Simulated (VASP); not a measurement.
# Ge (Fd-3m) in VASP: further runs, part 2 of 2

VASP 6.6.1. Earlier steps stand in the parts before.

## 3. Relaxation of the atoms, PBE (a relaxed cell with its volume scaled by 1.06)

INCAR reads:

```
PREC     = Accurate       # precision mode
ENCUT    = 300            # plane-wave cutoff, eV
EDIFF    = 1E-7           # SCF threshold, eV
ISMEAR   = 0              # smearing method
SIGMA    = 0.03           # smearing width, eV
LREAL    = F              # projectors in reciprocal space
LASPH    = T              # aspherical terms in the spheres
NELM     = 80             # most SCF steps
ALGO     = Normal         # electronic algorithm
ISIF     = 2              # what is computed and relaxed
LWAVE    = F              # write WAVECAR
LCHARG   = F              # write CHGCAR
GGA      = PE             # functional
IBRION   = 2              # ionic algorithm
NSW      = 40             # ionic steps
EDIFFG   = -0.01          # ionic threshold
```

KPOINTS reads:

```
regular mesh
0
Gamma
  5 5 5
```

POSCAR reads:

```
Ge                                      
1.0
    0.0000000000      2.9511142927      2.9511142927
    2.9511142927      0.0000000000      2.9511142927
    2.9511142927      2.9511142927      0.0000000000
  Ge            
     2
Direct
     0.0000000000000000    0.0000000000000000    0.0000000000000000
     0.2500000000000000    0.2500000000000000    0.2500000000000000
```

Potentials or basis: VASP PAW PBE potentials, release 64 (Ge).

On the command line:

```bash
$ cat potpaw_PBE.64/Ge/POTCAR > POTCAR
$ mpirun -np 1 vasp_std > vasp.out
```

OUTCAR:

```text
PREC = Accurate
   ENCUT = 300
   EDIFF = 1E-7
   ISMEAR = 0
   LREAL = F
   LASPH = T
   NELM = 80
   ISIF = 2
   GGA = PE
   IBRION = 2
   NSW = 40
   EDIFFG = -0.01

 ion  position               nearest neighbor table
   1  0.000  0.000  0.000-   2 2.56   2 2.56   2 2.56   2 2.56
   2  0.250  0.250  0.250-   1 2.56   1 2.56   1 2.56   1 2.56

  LATTYP: Found a face centered cubic cell.
 ALAT       =     5.9022285854

  Lattice vectors:

 A1 = (   0.0000000000,   2.9511142927,   2.9511142927)
 A2 = (   2.9511142927,   0.0000000000,   2.9511142927)
 A3 = (   2.9511142927,   2.9511142927,   0.0000000000)

Analysis of symmetry for initial positions (statically):
=====================================================================
 Subroutine PRICEL returns:
 Original cell was already a primitive cell.

 Routine SETGRP: Setting up the symmetry group for a
 face centered cubic supercell.

 Subroutine GETGRP returns: Found 48 space group operations
 (whereof 24 operations were pure point group operations)
 out of a pool of 48 trial point group operations.

The static configuration has the point symmetry T_d .
[... 156 lines left out ...]

 k-point     1 :       0.0000    0.0000    0.0000
  band No.  band energies     occupation
      1      -9.1064      2.00000
      2       1.7182      2.00000
      3       2.7652      0.00000
      4       2.7652      0.00000
      5       2.7652      0.00000
      6       5.2372      0.00000
      7       5.2372      0.00000
      8       5.2372      0.00000
[... 89 lines left out ...]
 k-point    10 :      -0.4000    0.4000    0.2000
  band No.  band energies     occupation
      1      -6.5690      2.00000
      2      -4.6421      2.00000
      3      -0.7395      2.00000
      4       0.1044      2.00000
      5       5.8470      0.00000
      6       5.9128      0.00000
      7       7.0292      0.00000
      8       9.4596      0.00000

------------------------ aborting loop because EDIFF is reached ----------------------------------------

  FORCE on cell =-STRESS in cart. coord.  units (eV):
  Direction    XX          YY          ZZ          XY          YZ          ZX
  --------------------------------------------------------------------------------------
  -------------------------------------------------------------------------------------
  Total       -0.8939803     -0.8939803     -0.8939803      0.0000000     -0.0000000      0.0000000
  in kB      -27.8644495    -27.8644495    -27.8644495      0.0000000     -0.0000000      0.0000000
  external PRESSURE =     -27.8644495 kB  Pullay stress =       0.0000000 kB

 VOLUME and BASIS-vectors are now :
 -----------------------------------------------------------------------------
  energy-cutoff  :      300.00
  volume of cell :       51.40
      direct lattice vectors                 reciprocal lattice vectors
     0.000000000  2.951114293  2.951114293    -0.169427528  0.169427528  0.169427528
     2.951114293  0.000000000  2.951114293     0.169427528 -0.169427528  0.169427528
     2.951114293  2.951114293  0.000000000     0.169427528  0.169427528 -0.169427528

 POSITION                                       TOTAL-FORCE (eV/Angst)
 -----------------------------------------------------------------------------------
      0.00000      0.00000      0.00000         0.000000      0.000000      0.000000
      1.47556      1.47556      1.47556        -0.000000     -0.000000     -0.000000
 -----------------------------------------------------------------------------------
    total drift:                               -0.000000      0.000000      0.000000

  FREE ENERGIE OF THE ION-ELECTRON SYSTEM (eV)
  ---------------------------------------------------
  free  energy   TOTEN  =        -8.8647015022 eV

  energy  without entropy=       -8.8638386452  energy(sigma->0) =       -8.86427007

 reached required accuracy - stopping structural energy minimisation
```

OSZICAR:

```text
N       E                     dE             d eps       ncg     rms          rms(c)
DAV:   1     0.925729432345E+01    0.92573E+01   -0.23005E+03   160   0.522E+02
DAV:   2    -0.866083311045E+01   -0.17918E+02   -0.17589E+02   256   0.709E+01
DAV:   3    -0.891811809932E+01   -0.25728E+00   -0.25728E+00   184   0.120E+01
DAV:   4    -0.891857349438E+01   -0.45540E-03   -0.45540E-03   248   0.554E-01
DAV:   5    -0.891857357115E+01   -0.76765E-07   -0.76632E-07   176   0.536E-03    0.262E+00
DAV:   6    -0.888278614447E+01    0.35787E-01   -0.19038E-02   184   0.840E-01    0.162E+00
DAV:   7    -0.886322609634E+01    0.19560E-01   -0.47161E-02   192   0.140E+00    0.109E-01
DAV:   8    -0.886449427083E+01   -0.12682E-02   -0.15147E-03   176   0.234E-01    0.270E-02
DAV:   9    -0.886469331460E+01   -0.19904E-03   -0.22423E-04   208   0.104E-01    0.150E-02
DAV:  10    -0.886470157739E+01   -0.82628E-05   -0.30257E-05   168   0.396E-02    0.428E-03
DAV:  11    -0.886470150216E+01    0.75226E-07   -0.46290E-07   216   0.446E-03
   1 F= -.88647015E+01 E0= -.88642701E+01  d E =-.886470E+01
```

CONTCAR:

```text
Ge
   1.00000000000000
     0.0000000000000000    2.9511142926999998    2.9511142926999998
     2.9511142926999998    0.0000000000000000    2.9511142926999998
     2.9511142926999998    2.9511142926999998    0.0000000000000000
  Ge
     2
Direct
     0.0000000000000000    0.0000000000000000    0.0000000000000000
     0.2500000000000000    0.2500000000000000    0.2500000000000000

  0.00000000E+00  0.00000000E+00  0.00000000E+00
  0.00000000E+00  0.00000000E+00  0.00000000E+00
```

Wall time 4.8 s (1 thread of AMD EPYC 7R43 (Zen 3), shared host); peak memory 0.1 GiB.

Results:

| Property | Result |
| --- | --- |
| Free energy | -8.8647 eV |
| Pressure after relaxing | -2.8 GPa |
| Band gap on the k mesh | none (metal or under the smearing width) |

Final structure:
```
CELL_PARAMETERS angstrom
0.00000 2.95111 2.95111
2.95111 0.00000 2.95111
2.95111 2.95111 0.00000
ATOMIC_POSITIONS crystal
Ge 0.00000 0.00000 0.00000
Ge 0.25000 0.25000 0.25000
```

Caveat: the k mesh is coarse (spacing up to 0.37 Å⁻¹), so the values aren't converged; the relaxation stopped at its first step, so nothing moved.

## 4. Relaxation of cell and atoms, PBE

INCAR reads:

```
ALGO = Normal
EDIFF = 1E-6
EDIFFG = -0.01
ENCUT = 600
GGA = PE
IBRION = 2
ISIF = 3
ISMEAR = 0
LASPH = True
LCHARG = False
LREAL = False
LWAVE = False
NELM = 80
NSW = 90
PREC = Accurate
SIGMA = 0.03
```

KPOINTS reads:

```
k-points
0
Gamma
  10 10 10
```

POSCAR reads:

```
Ge
1.0
    0.0000000000      2.8289100000      2.8289100000
    2.8289100000      0.0000000000      2.8289100000
    2.8289100000      2.8289100000      0.0000000000
Ge
2
Direct
    0.0000000000      0.0000000000      0.0000000000
    0.2500000000      0.2500000000      0.2500000000
```

Potentials or basis: VASP PAW PBE potentials, release 64 (Ge_d).

On the command line:

```bash
$ cat potpaw_PBE.64/Ge_d/POTCAR > POTCAR
$ mpirun -np 1 vasp_std > vasp.out
```

OUTCAR:

```text
EDIFF = 1E-6
   EDIFFG = -0.01
   ENCUT = 600
   GGA = PE
   IBRION = 2
   ISIF = 3
   ISMEAR = 0
   LASPH = True
   LREAL = False
   NELM = 80
   NSW = 90
   PREC = Accurate

 ion  position               nearest neighbor table
   1  0.000  0.000  0.000-   2 2.45   2 2.45   2 2.45   2 2.45
   2  0.250  0.250  0.250-   1 2.45   1 2.45   1 2.45   1 2.45

  LATTYP: Found a face centered cubic cell.
 ALAT       =     5.6578200000

  Lattice vectors:

 A1 = (   0.0000000000,   2.8289100000,   2.8289100000)
 A2 = (   2.8289100000,   0.0000000000,   2.8289100000)
 A3 = (   2.8289100000,   2.8289100000,   0.0000000000)

Analysis of symmetry for initial positions (statically):
=====================================================================
 Subroutine PRICEL returns:
 Original cell was already a primitive cell.

 Routine SETGRP: Setting up the symmetry group for a
 face centered cubic supercell.

 Subroutine GETGRP returns: Found 48 space group operations
 (whereof 24 operations were pure point group operations)
 out of a pool of 48 trial point group operations.

The static configuration has the point symmetry T_d .
 The point group associated with its full space group is O_h .

Analysis of symmetry for dynamics (positions and initial velocities):
=====================================================================
 Subroutine PRICEL returns:
 Original cell was already a primitive cell.

 Routine SETGRP: Setting up the symmetry group for a
 face centered cubic supercell.

 Subroutine GETGRP returns: Found 48 space group operations
 (whereof 24 operations were pure point group operations)
 out of a pool of 48 trial point group operations.

The dynamic configuration has the point symmetry T_d .
 The point group associated with its full space group is O_h .

 Subroutine INISYM returns: Found 48 space group operations
 (whereof 24 operations are pure point group operations),
 and found     1 'primitive' translations

----------------------------------------------------------------------------------------

                                     Primitive cell

  volume of cell :      45.2780

[... 94 lines left out ...]
   ISIF   =      3    stress and relaxation
   ISYM   =      2    0-nonsym 1-usesym 2-fastsym
   POTIM  = 0.5000    time-step for ionic-motion
   TEBEG  =    0.0;   TEEND  =   0.0 temperature during run
   PSTRESS=    0.0 pullay stress
   NELECT =      28.0000    total number of electrons
   NUPDOWN=      -1.0000    fix difference up-down
   EMIN   =  10.00;   EMAX   =-10.00  energy-range for DOS
   EFERMI =   0.00;   METHOD = LEGACY
   ISMEAR =     0;   SIGMA  =   0.03  broadening in eV -4-tet -1-fermi 0-gaus
   EFERMI_NEDOS =   21; number of points for ismear=-14 and -15
   IALGO  =     38    algorithm
   IMIX   =      4    mixing-type and parameters
     AMIX     =   0.40;   BMIX     =  1.00
     AMIX_MAG =   1.60;   BMIX_MAG =  1.00
  volume/ion in A,a.u.               =      22.64       152.78
  Fermi-wavevector in a.u.,A,eV,Ry     =   1.394756  2.635708 26.468033  1.945346
  Thomas-Fermi vector in A             =   2.518275
   LORBIT       =      0    0 simple, 1 ext, 2 COOP (PROOUT), +10 PAW based schemes
   GGA     = PE    functional components
   LHFCALC =     F    Hartree Fock is set to
   AEXX    =    0.0000 exact exchange contribution
   IVDW    =     0    specifies the selected vdW correction
   LEPSILON=     F    determine dielectric tensor
   LRPA    =     F    only Hartree local field effects (RPA)
 conjugate gradient relaxation of ions
 non-spin polarized calculation
 Gauss-broadening in eV      SIGMA  =   0.03
  energy-cutoff  :      600.00
  volume of cell :       45.28
 maximum number of plane-waves:      1524
   NGX = 15   NGY = 15   NGZ = 15

--------------------------------------- Ionic step        1  -------------------------------------------

 number of electron      28.0000013 magnetization

 Free energy of the ion-electron system (eV)
  ---------------------------------------------------
  ext. energy  EPLUGINS =         0.00000000
  ---------------------------------------------------
  free energy    TOTEN  =        -9.00677320 eV

  energy without entropy =       -9.00673330  energy(sigma->0) =       -9.00675325

 E-fermi :   5.0184     XC(G=0):  -9.9244

 val. band max:        4.9926966512   @ k =   0.0000   0.0000   0.0000
 cond. band min:       5.0272209941   @ k =   0.0000   0.0000   0.0000
 fundamental gap:      0.0345243429
 Fermi energy:         5.0183915326

 k-point     1 :       0.0000    0.0000    0.0000
  band No.  band energies     occupation
      1     -19.8223      2.00000
      2     -19.8223      2.00000
      3     -19.8223      2.00000
      4     -19.7861      2.00000
      5     -19.7861      2.00000
      6     -19.5756      2.00000
[... 638 lines left out ...]
--------------------------------------- Ionic step        5  -------------------------------------------

 number of electron      28.0000018 magnetization

 Free energy of the ion-electron system (eV)
  ---------------------------------------------------
  ext. energy  EPLUGINS =         0.00000000
  ---------------------------------------------------
  free energy    TOTEN  =        -9.03364192 eV

  energy without entropy =       -9.03356512  energy(sigma->0) =       -9.03360352

 E-fermi :   4.5048     XC(G=0):  -9.6811

 val. band max:        4.5020003772   @ k =   0.0000   0.0000   0.0000
 cond. band min:       4.5338928438   @ k =   0.5000   0.0000   0.0000
 fundamental gap:      0.0318924666
 Fermi energy:         4.5048221696

 k-point     1 :       0.0000    0.0000    0.0000
  band No.  band energies     occupation
      1     -20.2459      2.00000
      2     -20.2459      2.00000
      3     -20.2459      2.00000
      4     -20.2136      2.00000
      5     -20.2136      2.00000
      6     -20.0294      2.00000
[... 524 lines left out ...]
  FREE ENERGIE OF THE ION-ELECTRON SYSTEM (eV)
  ---------------------------------------------------
  free  energy   TOTEN  =        -9.0336419241 eV

  energy  without entropy=       -9.0335651220  energy(sigma->0) =       -9.03360352

 reached required accuracy - stopping structural energy minimisation
```

OSZICAR:

```text
N       E                     dE             d eps       ncg     rms          rms(c)
DAV:   1     0.168756913717E+03    0.16876E+03   -0.16510E+04  1732   0.457E+03
DAV:   2     0.129377339159E+02   -0.15582E+03   -0.15310E+03  1708   0.567E+02
DAV:   3    -0.838807308442E+01   -0.21326E+02   -0.21089E+02  1814   0.153E+02
[... 38 lines left out ...]
DAV:   1    -0.903464865043E+01   -0.11035E-02   -0.14491E-02  2244   0.251E+00    0.187E-01
DAV:   2    -0.903390254798E+01    0.74610E-03   -0.10613E-03  2194   0.681E-01    0.933E-02
DAV:   3    -0.903366221956E+01    0.24033E-03   -0.41127E-04  2228   0.374E-01    0.221E-02
DAV:   4    -0.903364203305E+01    0.20187E-04   -0.48160E-05  2160   0.147E-01    0.479E-03
DAV:   5    -0.903364192414E+01    0.10891E-06   -0.33265E-06  1270   0.372E-02
   5 F= -.90336419E+01 E0= -.90336035E+01  d E =-.268687E-01
```

Wall time 2 min (1 thread of Intel Xeon Platinum 8375C at 2.90GHz (Ice Lake), shared host); peak memory 0.19 GiB.

Results:

```
Free energy                            : -9.0336 eV
Relaxed volume                         : 23.84 Å³/atom
Relaxed cell                           : a = 4.070 Å, b = 4.070 Å, c = 4.070 Å, α = 60.00°, β = 60.00°, γ = 60.00°
Space group after relaxing (to 0.05 Å) : Fd-3m (No. 227)
Energy gained by relaxing              : 13.4 meV/atom
Ionic steps                            : 5
Pressure after relaxing                : 0.0 GPa
Band gap on the k mesh                 : none (metal or under the smearing width)
```

Step by step:
| step | energy change (eV) | largest force (eV/Å) | pressure (GPa) | volume (Å³) |
| --- | --- | --- | --- | --- |
| 1 | 0.0000 | 0.0000 | 3.54 | 45.28 |
| 2 | -0.0242 | 0.0000 | -1.11 | 48.64 |
| 3 | -0.0269 | 0.0000 | -0.27 | 47.78 |
| 4 | -0.0268 | 0.0000 | 0.23 | 47.60 |
| 5 | -0.0269 | 0.0000 | 0.01 | 47.68 |

Final structure:
```xyz
2
Lattice="0.0000 2.8781 2.8781 2.8781 0.0000 2.8781 2.8781 2.8781 0.0000" Properties=species:S:1:pos:R:3 pbc="T T T"
Ge    0.0000    0.0000    0.0000
Ge    1.4391    1.4391    1.4391
```

Caveat: this crystal is a semiconductor, whose small gap the functional closes, so the metal is an error of the method. PBE usually gives volumes a little too large and moduli too small.

## 5. Relaxation of cell and atoms, PBE

This run uses another cell than the first one, of 23.84 Å³/atom, 1.053 times its volume.

INCAR, as its differences from that of step 4:

```diff
@@ -1,4 +1,4 @@
 ALGO = Normal
-EDIFF = 1E-6
-EDIFFG = -0.01
+EDIFF = 1E-7
+EDIFFG = -0.005
 ENCUT = 600
```

KPOINTS is that of step 4.

POSCAR reads:

```
Ge                                      
1.0
    0.0000000000      2.8781224751      2.8781224751
    2.8781224751     -0.0000000000      2.8781224751
    2.8781224751      2.8781224751     -0.0000000000
  Ge            
     2
Direct
     0.0000000000000000    0.0000000000000000    0.0000000000000000
     0.2500000000000000    0.2500000000000000    0.2500000000000000
```

On the command line:

```bash
$ cat potpaw_PBE.64/Ge_d/POTCAR > POTCAR
$ mpirun -np 1 vasp_std > vasp.out
```

Run time: 91 s. Hardware: 1 thread of Intel Xeon Platinum 8375C at 2.90GHz (Ice Lake), shared host; peak memory 0.22 GiB.

Results (log left out):

```
Free energy                            : -9.0338 eV
Relaxed volume                         : 23.90 Å³/atom
Relaxed cell                           : a = 4.074 Å, b = 4.074 Å, c = 4.074 Å, α = 60.00°, β = 60.00°, γ = 60.00°
Space group after relaxing (to 0.05 Å) : Fd-3m (No. 227)
Energy gained by relaxing              : 0.0 meV/atom
Ionic steps                            : 2
Pressure after relaxing                : 0.0 GPa
Band gap on the k mesh                 : none (metal or under the smearing width)
```

Final structure:
```xyz
2
Lattice="0.0000 2.8805 2.8805 2.8805 0.0000 2.8805 2.8805 2.8805 0.0000" Properties=species:S:1:pos:R:3 pbc="T T T"
Ge    5.7610    5.7610    5.7610
Ge    1.4403    1.4403    1.4403
```

Levels at points of the mesh, in eV from the Fermi level:
```csv
k point,band 10,band 11,band 12,band 13,band 14,band 15,band 16,band 17,band 18
"(0.00, 0.00, 0.00)",-24.52,-12.37,-0.45,0.00,0.00,0.00,2.53,2.53,2.53
"(0.50, 0.00, 0.00)",-24.50,-10.41,-7.36,-1.32,-1.32,0.02,3.72,3.72,7.10
"(0.50, 0.50, 0.00)",-24.48,-8.69,-8.69,-2.89,-2.89,0.82,0.82,9.07,9.07
```

Caveat: this crystal is a semiconductor, whose small gap the functional closes, so the metal is an error of the method.

## 6. The runs side by side

| task | potentials or basis | cell | k mesh | cutoff (eV) | mesh quality | gap on the mesh (eV) | pressure (GPa) |
| --- | --- | --- | --- | --- | --- | --- | --- |
| relaxation of the atoms | VASP PAW PBE potentials, release 64 (Ge) | atoms relaxed from: a relaxed cell with its volume scaled by 1.04 | 5 × 5 × 5 | 300 | coarse | none | -1.9 |
| relaxation of the atoms | VASP PAW PBE potentials, release 64 (Ge) | atoms relaxed from: a relaxed cell with its volume scaled by 1.06 | 5 × 5 × 5 | 300 | coarse | none | -2.8 |
| relaxation of cell and atoms | VASP PAW PBE potentials, release 64 (Ge_d) | relaxed | 10 × 10 × 10 | 600 | not flagged | none | 0.0 |

Alike in all rows: level PBE; no spin polarisation; smearing gaussian 0.03 eV.

Caveats: some runs use coarse meshes; the relaxation stopped at its first step, so nothing moved (some runs); this crystal is a semiconductor, whose small gap the functional closes, so the metal is an error of the method (some runs).

Absolute energies hang on the potentials; compare differences alone.
